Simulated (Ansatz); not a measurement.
# SrO: single points about a listed cell

How do energy, forces, pressure and gap of SrO change under moves of single atoms, further strains and shifts, swapped elements, distortions that keep the symmetry? Each case is one self-consistent run.

Program: Ansatz 0.2.0. Level of theory: DFT PBE, scalar-relativistic, plane waves, PAW. These are calculated values, not measurements.

1 further run of the same task is left out (set aside as unsound or not needed).

## 1. The starting structure

Symmetry: Fm-3m, No. 225, cubic system. The conventional cell has a = 5.140 Å, b = 5.140 Å, c = 5.140 Å, α = 90.00°, β = 90.00°, γ = 90.00°. Sr (site symmetry m-3m) is surrounded by 6 O at 2.57 Å. Around O (site symmetry m-3m) lie 6 Sr at 2.57 Å.

As a file:

```cif
data_structure
_symmetry_space_group_name_H-M 'Fm-3m'
_symmetry_Int_Tables_number 225
_cell_length_a 5.1396
_cell_length_b 5.1396
_cell_length_c 5.1396
_cell_angle_alpha 90.000
_cell_angle_beta 90.000
_cell_angle_gamma 90.000
_cell_volume 135.77
loop_
_atom_site_label
_atom_site_type_symbol
_atom_site_symmetry_multiplicity
_atom_site_Wyckoff_symbol
_atom_site_fract_x
_atom_site_fract_y
_atom_site_fract_z
_atom_site_occupancy
Sr1 Sr 4 a 0.00000 0.00000 0.00000 1
O1 O 4 b 0.00000 0.00000 0.50000 1
```

The structure comes from the Crystallography Open Database.

## 2. A distortion of lower symmetry

Against the listed cell: strain xx, yy, zz, yz, xz, xy = +1.2, +1.2, +1.2, +0.2, +0.2, -1.0 %; atoms moved by 0.06 Å root mean square, at most 0.06 Å.

input.yaml

```yaml
crystal:
  lattice:
    - [-0.021380736, 2.605751502, 2.605314636]
    - [2.605751502, -0.021380736, 2.605314636]
    - [2.575736238, 2.575736238, 0.008634528]
  atoms:
    - { symbol: Sr, position: [-0.0078804695, -0.0078804695, 0.0200609361] }
    - { symbol: O, position: [0.5078804695, 0.5078804695, 0.4799390639] }
basis:
  ecutwfc: 420
kpoints:
  mp_grid: { grid: [8, 8, 8] }
hamiltonian:
  xc: pbe
scf:
  occupations: { method: gaussian, width: 0.02 }
output:
  forces: true
  stress: true
  eigenvalues: true
```

## 3. A distortion that keeps the symmetry

input.yaml

```yaml
crystal:
  lattice:
    - [0.0, 2.580695952, 2.580695952]
    - [2.580695952, 0.0, 2.580695952]
    - [2.580695952, 2.580695952, 0.0]
  atoms:
    - { symbol: Sr, position: [0.0, 0.0, 0.0] }
    - { symbol: O, position: [0.5, 0.5, 0.5] }
basis:
  ecutwfc: 420
kpoints:
  mp_grid: { grid: [8, 8, 8] }
hamiltonian:
  xc: pbe
scf:
  occupations: { method: gaussian, width: 0.02 }
output:
  forces: true
  stress: true
  eigenvalues: true
```

## 4. A distortion of lower symmetry

input.yaml: that of step 3 with these lines changed.

```diff
@@ -2,5 +2,5 @@
   lattice:
-    - [0.0, 2.580695952, 2.580695952]
-    - [2.580695952, 0.0, 2.580695952]
-    - [2.580695952, 2.580695952, 0.0]
+    - [0.0, 2.547339948, 2.547339948]
+    - [2.444547948, 0.102792, 2.444547948]
+    - [2.547339948, 2.547339948, 0.0]
   atoms:
```

## 5. One atom moved

input.yaml

```yaml
crystal:
  lattice:
    - [0.0, 2.5698, 2.5698]
    - [2.5698, 0.0, 2.5698]
    - [2.5698, 2.5698, 0.0]
  atoms:
    - { symbol: Sr, position: [-0.0627714219, 0.0164604249, 0.0576698576] }
    - { symbol: O, position: [0.5, 0.5, 0.5] }
basis:
  ecutwfc: 420
kpoints:
  mp_grid: { grid: [8, 8, 8] }
hamiltonian:
  xc: pbe
scf:
  occupations: { method: gaussian, width: 0.02 }
output:
  forces: true
  stress: true
  eigenvalues: true
  populations: true
```

## 6. A change within a subgroup

input.yaml

```yaml
crystal:
  lattice:
    - [0.0, 2.435168178, 2.435168178]
    - [2.743544178, -0.308376, 2.743544178]
    - [2.435168178, 2.435168178, 0.0]
  atoms:
    - { symbol: Sr, position: [0.0, 0.0, 0.0] }
    - { symbol: O, position: [0.5, 0.5, 0.5] }
basis:
  ecutwfc: 420
kpoints:
  mp_grid: { grid: [8, 8, 8] }
hamiltonian:
  xc: pbe
scf:
  occupations: { method: gaussian, width: 0.02 }
output:
  forces: true
  stress: true
  eigenvalues: true
  populations: true
```

## 7. A change within a subgroup

input.yaml

```yaml
crystal:
  lattice:
    - [-0.040371558, 2.486435688, 2.558852652]
    - [2.49643221, 0.022048884, 2.49643221]
    - [2.558852652, 2.486435688, -0.040371558]
  atoms:
    - { symbol: Sr, position: [-0.0280339747, 0.0395117166, -0.0280339747] }
    - { symbol: O, position: [0.5280339747, 0.4604882834, 0.5280339747] }
basis:
  ecutwfc: 420
kpoints:
  mp_grid: { grid: [8, 8, 8] }
hamiltonian:
  xc: pbe
scf:
  occupations: { method: gaussian, width: 0.02 }
output:
  forces: true
  stress: true
  eigenvalues: true
  populations: true
```

## 8. One element swapped, cell strained: Sr → Ca, first probe

input.yaml

```yaml
crystal:
  lattice:
    - [0.0, 2.5731838654, 2.5731838654]
    - [2.5731838654, 0.0, 2.5731838654]
    - [2.5731838654, 2.5731838654, 0.0]
  atoms:
    - { symbol: Ca, position: [0.0, 0.0, 0.0] }
    - { symbol: O, position: [0.5, 0.5, 0.5] }
basis:
  ecutwfc: 420
kpoints:
  mp_grid: { grid: [6, 6, 6] }
hamiltonian:
  xc: pbe
scf:
  occupations: { method: gaussian, width: 0.1 }
output:
  forces: true
  stress: true
  eigenvalues: true
```

## 9. Substitution of an element, cell strained: Sr → Ca

input.yaml: that of step 8 with these lines changed.

```diff
@@ -11,3 +11,3 @@
 kpoints:
-  mp_grid: { grid: [6, 6, 6] }
+  mp_grid: { grid: [8, 8, 8] }
 hamiltonian:
@@ -15,3 +15,3 @@
 scf:
-  occupations: { method: gaussian, width: 0.1 }
+  occupations: { method: gaussian, width: 0.02 }
 output:
```

## 10. A distortion that keeps the symmetry

input.yaml

```yaml
crystal:
  lattice:
    - [0.0, 2.661593256, 2.661593256]
    - [2.661593256, 0.0, 2.661593256]
    - [2.661593256, 2.661593256, 0.0]
  atoms:
    - { symbol: Sr, position: [0.0, 0.0, 0.0] }
    - { symbol: O, position: [0.5, 0.5, 0.5] }
basis:
  ecutwfc: 420
kpoints:
  mp_grid: { grid: [8, 8, 8] }
hamiltonian:
  xc: pbe
scf:
  occupations: { method: gaussian, width: 0.02 }
output:
  forces: true
  stress: true
  eigenvalues: true
  populations: true
```

Before running it: what results should come out? Wanted: for each run, case; energy; pressure; largest force.

**Answer**, as computed:

```
step                                                case  energy (meV/atom)  pressure (GPa)  largest force (eV/Å)  gap on the mesh (eV)
   2                      a distortion of lower symmetry               +0.0             0.0                  0.21                  3.40
   3                a distortion that keeps the symmetry               -5.9             1.7                  0.00                  3.32
   4                      a distortion of lower symmetry              +78.9            13.2                  0.00                  3.15
   5                                      one atom moved              +27.3             4.3                  0.58                  3.52
   6                          a change within a subgroup             +138.3             0.6                  0.00                  2.84
   7                          a change within a subgroup             +139.5            12.6                  1.64                  3.21
   9  substitution of an element, cell strained: Sr → Ca                n/a           -13.3                  0.00                  3.25
  10                a distortion that keeps the symmetry              +15.6            -5.2                  0.00                  3.30
```

Energies are counted from step 2, with the smearing taken to zero. Other atoms or functionals have another zero of energy (n/a). 

Among the distorted cells of the listed formula and level the largest force, 1.64 eV/Å, comes in step 7, shared by 2 atoms. The pressure is 13.2 GPa in the smallest cell and -5.2 GPa in the largest; between them shape and moved atoms count too. Among the distorted cells of the listed formula and level the gap runs from 2.84 eV to 3.52 eV.

The gaps are Kohn-Sham values of a semilocal functional, not quasiparticle or optical gaps. Such gaps usually fall short of the measured ones.
